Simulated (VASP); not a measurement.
Crystal: Se.

```
Se
1.0
     3.53260    0.00000    0.00000
     0.00000    3.53260    0.00000
     0.00000    0.00000    2.22172
Se
1
Cartesian
  1.7663 1.7663 0.0000
```

The cell was built by a generator and needn't be a form met in nature.

The cell isn't the ideal one: random cell by space group and Wyckoff sites (P4/mmm, No. 123).

```yaml
Program: VASP 6.6.1
Task: relaxation of cell and atoms
Functional: PBE
Potentials_or_basis: VASP PAW PBE potentials, release 64 (Se)
Cutoff: 600 eV
k_mesh: 6 × 6 × 8
Occupations: gaussian, width 0.1 eV
Spin: no spin polarisation
```

At the start: pressure 9.3 GPa; volume 27.73 Å³/atom.

Task: How do energy, volume and symmetry change on relaxing?

Result: Over 13 steps the energy falls by 611.6 meV/atom and the volume is 23.01 Å³/atom (-17.0 %); space group P4/mmm (No. 123, to 0.05 Å).

Step by step:
```
step  energy change (eV)  largest force (eV/Å)  pressure (GPa)  volume (Å³)
   1              0.0000                0.0000            9.31        27.73
   2             -0.1133                0.0000           -7.07        34.26
   3             -0.2018                0.0000           -1.72        30.91
   4             -0.1984                0.0000           -3.56        31.67
   5             -0.2037                0.0000           -2.37        31.18
   6             -0.2500                0.0000           -3.01        29.57
   7             -0.5475                0.0000           -1.91        24.87
   8              0.3449                0.0000           53.21        16.21
   9             -0.6076                0.0000            0.13        23.20
  10             -0.6103                0.0000            1.12        22.73
  11             -0.6102                0.0000            0.76        22.89
  12             -0.6022                0.0000           -1.23        23.33
  13             -0.6116                0.0000            0.13        23.01
```

Final structure:
```
Se
1.0
     2.94151    0.00000    0.00000
     0.00000    2.94151    0.00000
     0.00000    0.00000    2.65979
Se
1
Direct
  0.50000 0.50000 0.00000
```

Caveat: the volume moved by over 15 % at a fixed basis, so the end points are rough.
